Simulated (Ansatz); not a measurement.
# AlN (F-43m) in Ansatz: settings compared

Aim: see how the results for AlN move with the level of theory and the settings. Levels: PBEsol, SVWN5, PBE. Tasks: relaxation of cell and atoms, single point.

Program: Ansatz 0.2.0. These are calculated values, not measurements. Logs are shortened: lines on timing, memory, paths and dates and some standing lists are left out, and cuts for length are marked.

## (1) The structure

The structure is cubic, space group F-43m (No. 216). Conventional cell: a = 4.368 Å, b = 4.368 Å, c = 4.368 Å, α = 90.00°, β = 90.00°, γ = 90.00°. Al (site symmetry -43m) has 4 N at 1.89 Å as nearest neighbours. N (site symmetry -43m) has 4 Al at 1.89 Å as nearest neighbours.

Measurements of this composition are mostly on another form, of space group No. 186.

## (2) Relaxation of cell and atoms, PBEsol

Contents of input.yaml:

```yaml
crystal:
  lattice:
    - [0.0, 2.1839935596, 2.1839935596]
    - [2.1839935596, 0.0, 2.1839935596]
    - [2.1839935596, 2.1839935596, 0.0]
  atoms:
    - { symbol: Al, position: [0.0, 0.0, 0.0] }
    - { symbol: "N", position: [0.25, 0.25, 0.25] }
hamiltonian:
  xc: pbesol
  pseudopotentials: { kind: paw }
kpoints:
  mp_grid: { grid: [10, 10, 10] }
scf:
  occupations: { method: fermi_dirac, width: 0.05 }
output:
  forces: true
  stress: true
relax:
  f_tol: 0.01
  max_steps: 40
  cell: { stress_tol: 0.05 }
```

Potentials or basis: Ansatz PAW.

Launch:

```bash
$ ansatz run input.yaml --threads 2 --pin off --max-ram 5120MiB --backend cpu --events-out ev --progress --plain --runs-dir out
```

Output:

```text
Warning: RAYON_NUM_THREADS=2 ignored (pool sized by the plan → 2); use --threads N
Engine: ansatz 0.2.0, aarch64-unknown-linux-gnu
Pseudopotentials: kind: paw
Pseudopotential: Al, paw, valence charge 3, recommended cutoff 420 eV (normal), Al.paw.azcp
Pseudopotential: N, paw, valence charge 5, recommended cutoff 420 eV (normal), N.paw.azcp
Functional definition: PBEsol
  exchange = pbesol_x
  correlation = pbesol_c
Crystal: 2 atoms, lattice volume = 20.835 Å³
Basis set: ecut = 420 eV, 411 PW (Γ), exchange–correlation on 48×48×48 points (8 copies of the dense FFT grid, shifted against one another)
Bands: 8, of which v1, the nominal top of the filled ones, is band 4 counted from 1 (3 counted from 0)
Symmetry: 24 space group operations
Space group: F-43m (ITA 216), of the structure as read, at distance tolerance 2.8e-5 Å
k-points: 47 of 1000 (time reversal used)
Non-local potential: Al, projectors of the file, l = 0: 2, l = 1: 2, l = 2: 1
Non-local potential: N, projectors of the file, l = 0: 2, l = 1: 2, l = 2: 1
PAW form: soft (Blöchl's): semilocal exchange-correlation on the pseudo side does not see the compensation charge
PAW frozen core: Al, regenerated for the run's functional, and the local potential with it (the file was generated under x = pbe(κ = 0.804, μ = 0.2195149727645171), c = pbe(β = 0.06672455060314922))
PAW frozen core: N, regenerated for the run's functional, and the local potential with it (the file was generated under x = pbe(κ = 0.804, μ = 0.2195149727645171), c = pbe(β = 0.06672455060314922))
PAW one-centre angular grid: Al, 110 points (default); XC on 64 Gauss nodes
PAW one-centre angular grid: N, 110 points (default); XC on 64 Gauss nodes
Initial density: superposition of atomic densities (neutral atoms: chi_scale 0, normalization atom), corrected by the library's trained network
Initial wavefunctions: pseudopotential atomic-orbital guess
Functional: x = pbesol(κ = 0.804, μ = 0.12345679012345678), c = pbesol(β = 0.046)
SCF iter   1: F=—  HF=-905.919482 eV  |F-HF|=—  |Δ(HF+E_count)|=         —  Δρ=9.91e-3  dr2=2.19e-2  ethr=1.77e-3  ⟨swp⟩=4.6  Hψ=2744  notcnv=0
preconditioner: auto → none  [insulator: Δε(μ)=3.050 eV  Ē_g=15.238 eV  σ=0.050 eV  W_gap=1.00  n_scr=0 (ndim 8)  ℏωp=23.0 eV  f_vac=0.000  D(μ)=0.00/eV (n_scr^D=0)  ε∞_Penn≈3.3]
SCF iter   2: F=—  HF=-905.914009 eV  |F-HF|=—  |Δ(HF+E_count)|=   5.47e-3  Δρ=4.20e-3  dr2=2.84e-3  ethr=2.74e-4  ⟨swp⟩=2.7  Hψ=1034  notcnv=0
SCF iter   3: F=—  HF=-905.913128 eV  |F-HF|=—  |Δ(HF+E_count)|=   8.80e-4  Δρ=6.13e-4  dr2=4.23e-5  ethr=3.55e-5  ⟨swp⟩=2.4  Hψ=589  notcnv=0
SCF iter   4: F=—  HF=-905.913159 eV  |F-HF|=—  |Δ(HF+E_count)|=   3.08e-5  Δρ=6.02e-5  dr2=2.63e-7  ethr=5.28e-7  ⟨swp⟩=1.7  Hψ=471  notcnv=0
iter 5 did not close the SCF: its close was put off for the readings that it lacked (scf_convergence_deferred on its scf_iter line)
SCF iter   5: F=-905.913159 eV  HF=-905.913159 eV  |F-HF|=4.21e-12  |Δ(HF+E_count)|=   1.13e-7  Δρ=5.77e-6  dr2=3.25e-9  ethr=3.29e-9  ⟨swp⟩=2.2  Hψ=559  notcnv=0
SCF iter   6: F=-905.913159 eV  HF=-905.913159 eV  |F-HF|=1.15e-11  |Δ(HF+E_count)|=  7.72e-10  Δρ=4.95e-7  dr2=2.15e-11  ethr=4.06e-11  ⟨swp⟩=1.1  Hψ=1142  notcnv=0
SCF 1 converged in 6 iterations: F = -905.913159 eV  dr2 = 2.15e-11
relax step   1: F+E_penalty+E_count = -905.91315922 eV  Δ(F+E_penalty+E_count) = +0.000e0 eV  max|allowed force component| = 2.035e-16 eV/Å  Δτ_max = 0.0000 Å  P = +1.349 GPa  Ω = 20.835 Å³  (6 SCF iters, dr2 threshold 1.00e-7 eV, accepted)
Crystal: 2 atoms, lattice volume = 20.903 Å³
Initial density: handed on by an earlier stage of this run
Initial wavefunctions: those handed on with the density
iter 1 solved again at ethr=1.69e-6 eV; its pass at ethr=3.10e-3 eV (dr2=1.35e-4 eV) is discarded
SCF iter   1: F=—  HF=-905.913375 eV  |F-HF|=—  |Δ(HF+E_count)|=         —  Δρ=7.56e-4  dr2=1.37e-4  ethr=1.69e-6  ⟨swp⟩=1.0  Hψ=2931  notcnv=0
preconditioner: auto → none  [insulator: Δε(μ)=3.183 eV  Ē_g=15.269 eV  σ=0.050 eV  W_gap=1.00  n_scr=0 (ndim 8)  ℏωp=23.0 eV  f_vac=0.000  D(μ)=0.00/eV (n_scr^D=0)  ε∞_Penn≈3.3]
SCF iter   2: F=—  HF=-905.913370 eV  |F-HF|=—  |Δ(HF+E_count)|=   4.73e-6  Δρ=3.56e-4  dr2=1.88e-5  ethr=1.69e-6  ⟨swp⟩=2.3  Hψ=543  notcnv=0
SCF iter   3: F=—  HF=-905.913364 eV  |F-HF|=—  |Δ(HF+E_count)|=   5.95e-6  Δρ=6.85e-5  dr2=6.76e-7  ethr=2.35e-7  ⟨swp⟩=2.5  Hψ=540  notcnv=0
SCF iter   4: F=-905.913364 eV  HF=-905.913364 eV  |F-HF|=8.57e-10  |Δ(HF+E_count)|=   3.05e-7  Δρ=4.99e-6  dr2=2.41e-9  ethr=2.50e-9  ⟨swp⟩=4.0  Hψ=1110  notcnv=0
SCF 2 converged in 4 iterations: F = -905.913364 eV  dr2 = 2.41e-9
relax step   2: F+E_penalty+E_count = -905.91336390 eV  Δ(F+E_penalty+E_count) = -2.047e-4 eV  max|allowed force component| = 1.342e-16 eV/Å  Δτ_max = 0.0000 Å  P = +0.660 GPa  Ω = 20.903 Å³  energy of the carried Pulay correction = -2.241e-4 eV  (4 SCF iters, dr2 threshold 2.00e-7 eV, accepted)
Crystal: 2 atoms, lattice volume = 20.969 Å³
iter 1 solved again at ethr=1.56e-6 eV; its pass at ethr=3.10e-3 eV (dr2=1.25e-4 eV) is discarded
SCF iter   1: F=—  HF=-905.913292 eV  |F-HF|=—  |Δ(HF+E_count)|=         —  Δρ=7.23e-4  dr2=1.26e-4  ethr=1.56e-6  ⟨swp⟩=1.0  Hψ=2928  notcnv=0
preconditioner: auto → none  [insulator: Δε(μ)=3.182 eV  Ē_g=15.238 eV  σ=0.050 eV  W_gap=1.00  n_scr=0 (ndim 8)  ℏωp=22.9 eV  f_vac=0.000  D(μ)=0.00/eV (n_scr^D=0)  ε∞_Penn≈3.3]
SCF iter   2: F=—  HF=-905.913291 eV  |F-HF|=—  |Δ(HF+E_count)|=   1.41e-6  Δρ=3.44e-4  dr2=1.76e-5  ethr=1.56e-6  ⟨swp⟩=2.3  Hψ=543  notcnv=0
SCF iter   3: F=—  HF=-905.913286 eV  |F-HF|=—  |Δ(HF+E_count)|=   5.52e-6  Δρ=6.68e-5  dr2=6.47e-7  ethr=2.20e-7  ⟨swp⟩=2.6  Hψ=542  notcnv=0
SCF iter   4: F=-905.913285 eV  HF=-905.913285 eV  |F-HF|=8.65e-10  |Δ(HF+E_count)|=   2.77e-7  Δρ=4.96e-6  dr2=2.39e-9  ethr=2.50e-9  ⟨swp⟩=4.0  Hψ=1108  notcnv=0
SCF 3 converged in 4 iterations: F = -905.913285 eV  dr2 = 2.39e-9
relax step   3: F+E_penalty+E_count = -905.91328528 eV  Δ(F+E_penalty+E_count) = +7.862e-5 eV  max|allowed force component| = 1.318e-16 eV/Å  Δτ_max = 0.0000 Å  P = +0.006 GPa  Ω = 20.969 Å³  energy of the carried Pulay correction = -4.397e-4 eV  (4 SCF iters, dr2 threshold 2.00e-7 eV, accepted)
Initial wavefunctions: pseudopotential atomic-orbital guess (no wavefunctions were taken with the density)
iter 1 solved again at ethr=6.54e-8 eV; its pass at ethr=3.10e-3 eV (dr2=5.24e-6 eV) is discarded
SCF iter   1: F=—  HF=-905.913737 eV  |F-HF|=—  |Δ(HF+E_count)|=         —  Δρ=4.10e-5  dr2=5.60e-8  ethr=6.54e-8  ⟨swp⟩=3.1  Hψ=3795  notcnv=0
preconditioner: auto → none  [insulator: Δε(μ)=3.193 eV  Ē_g=15.243 eV  σ=0.050 eV  W_gap=1.00  n_scr=0 (ndim 8)  ℏωp=22.9 eV  f_vac=0.000  D(μ)=0.00/eV (n_scr^D=0)  ε∞_Penn≈3.3]
SCF iter   2: F=—  HF=-905.913769 eV  |F-HF|=—  |Δ(HF+E_count)|=   3.19e-5  Δρ=1.92e-5  dr2=1.40e-8  ethr=7.00e-10  ⟨swp⟩=2.0  Hψ=564  notcnv=0
SCF iter   3: F=—  HF=-905.913769 eV  |F-HF|=—  |Δ(HF+E_count)|=   2.12e-8  Δρ=7.54e-6  dr2=2.87e-9  ethr=1.75e-10  ⟨swp⟩=2.3  Hψ=559  notcnv=0
SCF iter   4: F=—  HF=-905.913769 eV  |F-HF|=—  |Δ(HF+E_count)|=   2.68e-9  Δρ=6.54e-7  dr2=2.49e-11  ethr=3.59e-11  ⟨swp⟩=2.0  Hψ=545  notcnv=0
SCF iter   5: F=-905.913769 eV  HF=-905.913769 eV  |F-HF|=2.27e-13  |Δ(HF+E_count)|=  2.64e-11  Δρ=9.39e-8  dr2=9.51e-13  ethr=1.00e-12  ⟨swp⟩=5.0  Hψ=1224  notcnv=0
SCF 4 converged in 5 iterations: F = -905.913769 eV  dr2 = 9.51e-13
relax step   4: F+E_penalty+E_count = -905.91376857 eV  Δ(F+E_penalty+E_count) = -4.833e-4 eV  max|allowed force component| = 1.619e-16 eV/Å  Δτ_max = 0.0000 Å  P = +0.045 GPa  Ω = 20.969 Å³  stress off target by 4.46e-2 GPa  SCF on the basis re-selected at this cell (its energy is not comparable with the rows above)  (5 SCF iters)
basis re-selected at this cell: Δ(F+E_penalty+E_count) = -4.833e-4 eV, ΔP = +0.039 GPa vs the last step (what re-selecting the basis moved, of the pressure what is left beyond the Pulay correction that the steps carried, after the strain that the cell walked since its last selection, with what the two solves' SCF thresholds leave and, on support functions, any second-order correction that the steps lacked; it is no measure of the basis error at this ecutwfc). This SCF's stress stands 4.46e-2 GPa from its target on what of the cell is left free (relax.cell.stress_tol is 5.00e-2 GPa) and its largest allowed force component is 1.62e-16 eV/Å (relax.f_tol is 1.00e-2 eV/Å): within both
SCF converged after 5 iterations
Free energy (F): -905.913769 eV
Harris-Foulkes:  -905.913769 eV  (|F-HF|=2.27e-13)
Internal energy: -905.913769 eV  (E = F + TS)
E sigma→0 (E₀):  -905.913769 eV
Fermi energy:    8.449439 eV
--- Per-component energies (eV) ---
  E_band       = 14.094858
  E_kinetic    = 158.544584
  E_local      = -222.254576  (includes V_loc(G=0)·N_el)
  E_nonlocal   = 55.685518
  E_hartree    = 76.382801
  E_xc         = -100.609487
  E_vxc        = -107.355343  (∫ρ·V_xc dr)
  E_paw        = -577.741625  (= ΣΔE_a)
  E_vpaw       = -23.291008  (= ΣTr[D̂ρ^β])
  E_aug_tail   = 0.000095  (compensation charges beyond the density's cutoff)
  E_ewald      = -295.968316
  E_core_change = 0.047238  (= ΣΔE_core)
  E_smearing   = -0.000000  (= −TS)
  E_closure    = -0.000000  (closes the sum)
  Σ components = -905.913769   (vs F -905.913769, Δ=0.00e0)
--- Forces (eV/Å), atoms counted from 1 ---
  atom   1  Al    -0.00000000    -0.00000000    -0.00000000
  atom   2  N      0.00000000     0.00000000     0.00000000
  max |Σ_I F_I| component: 1.02e-16 eV/Å
--- Stress (GPa, compression-positive) ---
        0.044621       0.000000       0.000000
        0.000000       0.044621       0.000000
       -0.000000       0.000000       0.044621
  P = ⅓ Tr σ = 0.0446 GPa (0.446 kbar)
--- Relaxed structure (3 steps of the walk, 3 accepted, 1 SCFs on fresh bases) ---
  F+E_penalty+E_count = -905.91376857 eV   max|allowed force component| = 1.619e-16 eV/Å   (the final SCF, on the basis selected at the relaxed cell)
  cell:  # Å, volume = 20.9690 Å³
    - [7.770442350165775e-34, 2.1886810827831886, 2.1886810827831886]
    - [2.1886810827831886, 1.2993198683883756e-33, 2.1886810827831886]
    - [2.1886810827831886, 2.1886810827831886, 6.114446439474707e-34]
  atoms:
    - { symbol: Al, position: [-4.4091932778867057e-35, 7.348655463144509e-35, 1.0288117648402312e-34] }
    - { symbol: N, position: [0.24999999999999997, 0.24999999999999997, 0.24999999999999997] }
```

Wall time 2 s (2 threads of Arm Neoverse V1, shared host); peak memory 0.27 GiB.

What came out:

```yaml
Free_energy: -905.9138 eV
Relaxed_volume: 10.48 Å³/atom
Relaxed_cell: a = 3.095 Å, b = 3.095 Å, c = 3.095 Å, α = 60.00°, β = 60.00°, γ = 60.00°
Space_group_after_relaxing_to_0.05_Å: F-43m (No. 216)
Energy_gained_by_relaxing: 0.3 meV/atom
Ionic_steps: 4
Pressure_after_relaxing: 0.0 GPa
Band_gap_on_the_k_mesh: 3.19 eV
```

Step by step:
```
step  energy change (eV)  largest force (eV/Å)  volume (Å³)
   1              0.0000                0.0000        20.83
   2             -0.0002                0.0000        20.90
   3             -0.0001                0.0000        20.97
   4             -0.0006                0.0000        20.97
```

Final structure:
```
CELL_PARAMETERS angstrom
0.00000 2.18868 2.18868
2.18868 0.00000 2.18868
2.18868 2.18868 0.00000
ATOMIC_POSITIONS crystal
Al 0.00000 0.00000 0.00000
N 0.25000 0.25000 0.25000
```

Caveat: the plane-wave basis is chosen anew once the cell has moved, so the energies of steps on either side of that aren't comparable; the pressure holds a Pulay correction of +0.5 GPa for the finite cutoff; the PAW data sets come from PBE, with cores solved anew for the run's functional, which leaves a small shift of forces and pressure.

## (3) Relaxation of cell and atoms, SVWN5

input.yaml: that of step 2 with these lines changed.

```diff
@@ -9,3 +9,3 @@
 hamiltonian:
-  xc: pbesol
+  xc: { exchange: slater, correlation: vwn5 }
   pseudopotentials: { kind: paw }
```

Potentials or basis: Ansatz PAW.

Launch:

```bash
$ ansatz run input.yaml --threads 2 --pin off --max-ram 5120MiB --backend cpu --events-out ev --progress --plain --runs-dir out
```

Output:

```text
Warning: RAYON_NUM_THREADS=2 ignored (pool sized by the plan → 2); use --threads N
[... 4 set-up lines as earlier in the session ...]
Functional definition: unnamed
  exchange = slater_x
  correlation = vwn5_c
Crystal: 2 atoms, lattice volume = 20.835 Å³
Basis set: ecut = 420 eV, 411 PW (Γ)
Bands: 8, of which v1, the nominal top of the filled ones, is band 4 counted from 1 (3 counted from 0)
[... 2 set-up lines as earlier in the session ...]
k-points: 47 of 1000 (time reversal used)
[... 9 set-up lines as earlier in the session ...]
Functional: x = slater, c = vwn5
[... 58 lines left out ...]
basis re-selected at this cell: Δ(F+E_penalty+E_count) = +7.372e-5 eV, ΔP = -0.002 GPa vs the last step (what re-selecting the basis moved, of the pressure what is left beyond the Pulay correction that the steps carried, after the strain that the cell walked since its last selection, with what the two solves' SCF thresholds leave and, on support functions, any second-order correction that the steps lacked; it is no measure of the basis error at this ecutwfc). This SCF's stress stands 2.75e-3 GPa from its target on what of the cell is left free (relax.cell.stress_tol is 5.00e-2 GPa) and its largest allowed force component is 7.63e-17 eV/Å (relax.f_tol is 1.00e-2 eV/Å): within both
SCF converged after 4 iterations
Free energy (F): -889.996324 eV
Harris-Foulkes:  -889.996324 eV  (|F-HF|=2.27e-13)
Internal energy: -889.996324 eV  (E = F + TS)
E sigma→0 (E₀):  -889.996324 eV
Fermi energy:    8.538432 eV
--- Per-component energies (eV) ---
  E_band       = 14.568777
  E_kinetic    = 159.595462
  E_local      = -221.781169  (includes V_loc(G=0)·N_el)
  E_nonlocal   = 57.701233
  E_hartree    = 75.842338
  E_xc         = -100.805064
  E_vxc        = -107.844322  (∫ρ·V_xc dr)
  E_paw        = -562.264842  (= ΣΔE_a)
  E_vpaw       = -24.787187  (= ΣTr[D̂ρ^β])
  E_aug_tail   = 0.000090  (compensation charges beyond the density's cutoff)
  E_ewald      = -298.419914
  E_core_change = 0.135541  (= ΣΔE_core)
  E_smearing   = -0.000000  (= −TS)
  E_closure    = 0.000000  (closes the sum)
  Σ components = -889.996324   (vs F -889.996324, Δ=0.00e0)
--- Forces (eV/Å), atoms counted from 1 ---
  atom   1  Al     0.00000000    -0.00000000     0.00000000
  atom   2  N     -0.00000000     0.00000000    -0.00000000
  max |Σ_I F_I| component: 6.94e-17 eV/Å
--- Stress (GPa, compression-positive) ---
       -0.002754      -0.000000      -0.000000
       -0.000000      -0.002754       0.000000
       -0.000000       0.000000      -0.002754
  P = ⅓ Tr σ = -0.0028 GPa (-0.028 kbar)
--- Relaxed structure (4 steps of the walk, 4 accepted, 2 SCFs on fresh bases) ---
  F+E_penalty+E_count = -889.99632420 eV   max|allowed force component| = 7.633e-17 eV/Å   (the final SCF, on the basis selected at the relaxed cell)
  cell:  # Å, volume = 20.4564 Å³
    - [-2.929838918914965e-34, 2.170700494034892, 2.170700494034892]
    - [2.170700494034892, -3.184607520559742e-34, 2.170700494034892]
    - [2.170700494034892, 2.170700494034892, 1.4521810293752436e-33]
  atoms:
    - { symbol: Al, position: [-4.960342437622544e-35, 1.6350758405496533e-34, 3.435496429020058e-34] }
    - { symbol: N, position: [0.25, 0.25, 0.25] }
```

Run time: 2.9 s. Hardware: 2 threads of Arm Neoverse V1, shared host; peak memory 0.27 GiB.

What came out:

```
Free energy                            : -889.9963 eV
Relaxed volume                         : 10.23 Å³/atom
Relaxed cell                           : a = 3.070 Å, b = 3.070 Å, c = 3.070 Å, α = 60.00°, β = 60.00°, γ = 60.00°
Space group after relaxing (to 0.05 Å) : F-43m (No. 216)
Energy gained by relaxing              : 2.2 meV/atom
Ionic steps                            : 6
Pressure after relaxing                : 0.0 GPa
Band gap on the k mesh                 : 3.26 eV
```

Step by step:
| step | energy change (eV) | largest force (eV/Å) | volume (Å³) |
| --- | --- | --- | --- |
| 1 | 0.0000 | 0.0000 | 20.83 |
| 2 | -0.0041 | 0.0000 | 20.65 |
| 3 | -0.0059 | 0.0000 | 20.46 |
| 4 | -0.0045 | 0.0000 | 20.46 |
| 5 | -0.0045 | 0.0000 | 20.46 |
| 6 | -0.0045 | 0.0000 | 20.46 |

Final structure:
```
Al N
1.0
     0.00000    2.17070    2.17070
     2.17070    0.00000    2.17070
     2.17070    2.17070    0.00000
Al N
1 1
Direct
  0.00000 0.00000 0.00000
  0.25000 0.25000 0.25000
```

Caveat: the plane-wave basis is chosen anew once the cell has moved, so the energies of steps on either side of that aren't comparable; the pressure holds a Pulay correction of +0.7 GPa for the finite cutoff; the PAW data sets come from PBE, with cores solved anew for the run's functional, which leaves a small shift of forces and pressure.

## (4) Single point, PBE

input.yaml: that of step 3 with these lines changed.

```diff
@@ -9,3 +9,3 @@
 hamiltonian:
-  xc: { exchange: slater, correlation: vwn5 }
+  xc: pbe
   pseudopotentials: { kind: paw }
@@ -15,2 +15,4 @@
   occupations: { method: fermi_dirac, width: 0.05 }
+basis:
+  ecutwfc: "500 eV"
 output:
@@ -18,5 +20,2 @@
   stress: true
-relax:
-  f_tol: 0.01
-  max_steps: 40
-  cell: { stress_tol: 0.05 }
+  eigenvalues: true
```

Launch:

```bash
$ ansatz run input.yaml --threads 2 --pin off --max-ram 5120MiB --backend cpu --events-out ev --progress --plain --runs-dir out
```

Wall time 0.68 s (2 threads of Arm Neoverse V1, shared host); peak memory 0.26 GiB.

Results (log left out):

| Item | Value |
| --- | --- |
| Free energy | -924.2082 eV |
| Pressure | 4.9 GPa |
| Band gap on the k mesh | 3.33 eV, indirect (least direct gap 4.19 eV) |

Levels at points of the mesh, in eV from the valence-band top:
```csv
k point,band 2,band 3,band 4,band 5,band 6,band 7
"(0.00, 0.00, 0.00)",0.00,0.00,0.00,4.19,12.58,12.58
"(0.00, 0.00, -0.50)",-5.84,-0.48,-0.48,7.38,9.86,11.15
"(0.00, -0.50, -0.50)",-4.89,-1.77,-1.77,3.33,8.62,13.95
```

## (5) The runs side by side

```tsv
task	level	cell	cutoff (eV)	gap on the mesh (eV)	pressure (GPa)	relaxed volume (Å³/atom)
relaxation of cell and atoms	PBEsol	relaxed	420	3.19	0.0	10.48
relaxation of cell and atoms	SVWN5	relaxed	420	3.26	0.0	10.23
single point	PBE	as given	500	3.33	4.9	-
```

Alike in all rows: potentials or basis Ansatz PAW; no spin polarisation; k mesh 10 × 10 × 10; smearing fermi-dirac 0.05 eV.

Caveats: the plane-wave basis is chosen anew once the cell has moved, so the energies of steps on either side of that aren't comparable (some runs); the PAW data sets come from PBE, with cores solved anew for the run's functional, which leaves a small shift of forces and pressure (some runs).

Absolute energies hang on the potentials; compare differences alone.
